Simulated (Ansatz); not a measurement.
A relaxed cell of Cu₆O is given with its symmetry left out. The cell was found from a structure generator's guess, not taken from experiment.

The calculation used Ansatz 0.2.0, DFT PBE, scalar-relativistic, plane waves, PAW. Cutoff 420 eV, Γ-centred mesh, Gaussian smearing, no spin polarisation.

```yaml
crystal:
  lattice:
    - [0.00000, 3.73015, 3.73015]
    - [3.73015, 0.00000, 3.73015]
    - [3.73015, 3.73015, 0.00000]
  atoms:
    - { symbol: Cu, position: [0.73243, 0.26757, 0.26757] }
    - { symbol: Cu, position: [0.26757, 0.73243, 0.73243] }
    - { symbol: Cu, position: [0.26757, 0.73243, 0.26757] }
    - { symbol: Cu, position: [0.73243, 0.26757, 0.73243] }
    - { symbol: Cu, position: [0.26757, 0.26757, 0.73243] }
    - { symbol: Cu, position: [0.73243, 0.73243, 0.26757] }
    - { symbol: O, position: [0.00000, 0.00000, 0.00000] }
```

The zero of energy is the elements' standard structures at the same level (O₂ as a molecule); no fitted shifts are applied.

(1) What space group does it have?

(2) What is its formation energy per atom?

(3) Is it a metal?

Results:

(1) Fm-3m (No. 225). Conventional cell: a = 7.460 Å. Cu has 1 O at 2.00 Å, 4 Cu at 2.45 Å and 4 Cu at 2.82 Å; O has 6 Cu at 2.00 Å.

(2) +0.25 eV/atom. The separate elements lie lower, so it is unstable against them.

(3) Yes, bands cross the Fermi level on the 10×10×10 mesh.

The last run used a 10×10×10 mesh for its 7-atom cell and Gaussian smearing of 0.10 eV. No Hubbard U is applied to the 3d shell of Cu. A structure relaxed within its symmetry needn't be a true minimum.
